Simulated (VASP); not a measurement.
SrCl2:

```
CELL_PARAMETERS angstrom
0.00000 3.48835 3.48835
3.48835 0.00000 3.48835
3.48835 3.48835 0.00000
ATOMIC_POSITIONS crystal
Sr 0.00000 0.00000 0.00000
Cl 0.75000 0.75000 0.75000
Cl 0.25000 0.25000 0.25000
```

Program: VASP 6.6.1. Alike in all runs: task band structure; no spin polarisation; cell as given; k mesh 8 × 8 × 8; cutoff (eV) 520; smearing gaussian 0.02 eV.

Problem. Order these runs on this cell by their band gap on the k mesh, lowest first.
A. level LDA; potentials or basis VASP PAW LDA potentials, release 64 (Sr_sv, Cl); further INCAR settings ALGO = Fast; EDIFF = 1e-06
B. level PBE; potentials or basis VASP PAW PBE potentials, release 64 (Sr_sv, Cl); further INCAR settings ALGO = Fast; EDIFF = 1e-06
C. level r2SCAN; potentials or basis VASP PAW PBE potentials, release 64 (Sr_sv, Cl); further INCAR settings ALGO = Normal; EDIFF = 1e-06

Solution. A (4.89 eV), B (5.34 eV), C (5.97 eV).

